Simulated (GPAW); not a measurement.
# Ta in GPAW: the effect of strain hydrostatic

The system is Ta.

```
Ta
1.0
    -1.58523    1.58523    1.58523
     1.58523   -1.58523    1.58523
     1.58523    1.58523   -1.58523
Ta
1
Direct
  0.00000 0.00000 0.00000
```

Alike in all runs:

* Program: GPAW 26.7.0
* Task: single point
* Functional: PBEsol
* Potentials or basis: PAW data sets generated in the run's folder for this functional
* Cutoff: 600 eV
* Basis: pw
* k mesh: 11 × 11 × 11
* Occupations: fermi-dirac, width 0.05 eV
* Spin: no spin polarisation
* Maxiter: 150

One run gave: pressure -4.0 GPa. Which strain hydrostatic did it use?
A. 0.01
B. -0.04
C. 0
D. 0.04
E. 0.02

C.

```csv
strain hydrostatic,pressure (GPa)
-0.04,27.1
-0.02,9.4
-0.01,2.2
0,-4.0
0.01,-9.4
0.02,-14.1
0.04,-21.9
```

Caveats: the density grid can change from cell to cell, which puts small steps into energies and stress.
